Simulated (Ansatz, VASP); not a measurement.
Two plane-wave programs on SnTe3

The input INCAR:

```
  PREC = Accurate
  ENCUT = 520
  EDIFF = 1E-7
  ISMEAR = 0
  SIGMA = 0.1
  LREAL = F
  LASPH = T
  NELM = 100
  ALGO = Normal
  ISIF = 2
  LWAVE = F
  LCHARG = F
  GGA = PE
  NBANDS = 24
```

The input KPOINTS:

```
regular mesh
0
Gamma
  1 1 1
```

File POSCAR:

```
SnTe3
1.0
    0.0000000000      3.8612190000      3.8612190000
    3.8612190000      0.0000000000      3.8612190000
    3.8612190000      3.8612190000      0.0000000000
Sn Te
1 3
Direct
    0.0000000000      0.0000000000      0.0000000000
    0.2500000000      0.2500000000      0.2500000000
    0.7500000000      0.7500000000      0.7500000000
    0.5000000000      0.5000000000      0.5000000000
```

Input for Ansatz:

```yaml
crystal:
  lattice:
    - [0.0, 3.861219, 3.861219]
    - [3.861219, 0.0, 3.861219]
    - [3.861219, 3.861219, 0.0]
  atoms:
    - { symbol: Sn, position: [0.0, 0.0, 0.0] }
    - { symbol: Te, position: [0.25, 0.25, 0.25] }
    - { symbol: Te, position: [0.75, 0.75, 0.75] }
    - { symbol: Te, position: [0.5, 0.5, 0.5] }
basis:
  ecutwfc: 420
kpoints:
  mp_grid: { grid: [1, 1, 1] }
hamiltonian:
  xc: pbe
scf:
  occupations: { method: gaussian, width: 0.1 }
output:
  forces: true
  stress: true
  eigenvalues: true
```

Alike in both runs: task single point; functional PBE; k mesh 1 × 1 × 1; occupations gaussian, width 0.1 eV; no spin polarisation.

```csv
,VASP,Ansatz
version,VASP 6.6.1,Ansatz 0.2.0
potentials or method,"VASP PAW PBE potentials, release 64 (Sn_d, Te)","scalar-relativistic, plane waves, PAW"
plane-wave cutoff (eV),520,420
valence electrons in the cell,32,62
```

```tsv
	VASP	Ansatz	Ansatz less VASP
pressure (GPa)	-2.8	-2.7	+0.06
```

The two sets of potentials don't hold the same shells in valence.

Caveats: the k mesh is coarse (spacing up to 1.41 Å⁻¹), so the values aren't converged. The runs have no spin-orbit coupling, so splittings on Te are missing.
